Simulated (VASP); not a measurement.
Wanted: the native input for a VASP 6.6.1 run.

- Task: relaxation of cell and atoms
- Functional: PBEsol
- Potentials or basis: VASP PAW PBE potentials, release 64 (Bi_d)
- Cutoff: 600 eV
- k mesh: 9 × 9 × 9
- Occupations: fermi-dirac, width 0.05 eV
- Spin: no spin polarisation
- Target pressure: 10 GPa
- Further INCAR settings: ALGO = Normal; EDIFF = 1e-06; IBRION = 2; EDIFFG = -0.01; NSW = 40; ISIF = 3
- Target pressure: 10 GPa

The structure of Bi lies in POSCAR:

```
Bi
1.0
   -1.9814305318      1.9814305318      1.9814305318
    1.9814305318     -1.9814305318      1.9814305318
    1.9814305318      1.9814305318     -1.9814305318
Bi
1
Direct
    0.0000000000      0.0000000000      0.0000000000
```

This isn't the form of Bi at room conditions, which is rhombohedral.

One way to write it, as run:

INCAR

```
SYSTEM = Bi
PREC     = Accurate       ! precision mode
ENCUT    = 600            ! plane-wave cutoff, eV
EDIFF    = 1E-6           ! SCF threshold, eV
ISMEAR   = -1             ! smearing method
SIGMA    = 0.05           ! smearing width, eV
LREAL    = .FALSE.        ! projectors in reciprocal space
LASPH    = .TRUE.         ! aspherical terms in the spheres
NELM     = 80             ! most SCF steps
ALGO     = Normal         ! electronic algorithm
ISIF     = 3              ! what is computed and relaxed
LWAVE    = .FALSE.        ! write WAVECAR
LCHARG   = .FALSE.        ! write CHGCAR
GGA      = PS             ! functional
IBRION   = 2              ! ionic algorithm
NSW      = 40             ! ionic steps
EDIFFG   = -0.01          ! ionic threshold
PSTRESS  = 100
```

KPOINTS

```
regular mesh
0
G
  9 9 9
  0 0 0
```

Potentials or basis: VASP PAW PBE potentials, release 64 (Bi_d).

The run is started by

```console
$ cat potpaw_PBE.64/Bi_d/POTCAR > POTCAR
$ mpirun -np 1 vasp_std > vasp.out
```

It gave:

```
Relaxed volume                                         : 26.42 Å³/atom
Relaxed cell                                           : a = 3.250 Å, b = 3.250 Å, c = 3.250 Å, α = 109.47°, β = 109.47°, γ = 109.47°
Space group after relaxing (to 0.05 Å)                 : Im-3m (No. 229)
Energy change on relaxing (the enthalpy is what falls) : +93.3 meV/atom
Ionic steps                                            : 7
Pressure after relaxing                                : 10.0 GPa
Band gap on the k mesh                                 : none (metal or under the smearing width)
```

Caveat: the cell is relaxed towards a set pressure, so the enthalpy falls and the energy may rise; the volume moved by over 15 % at a fixed basis, so the end points are rough; the PAW data sets were made with another functional, which shifts forces and pressure a little; spin-orbit coupling is left out, which moves the levels of the heavy elements.

Run time: 32 s on 1 thread of Intel(R) Xeon(R) 6975P-C (Granite Rapids), with other jobs on the host, peak memory 0.17 GiB.
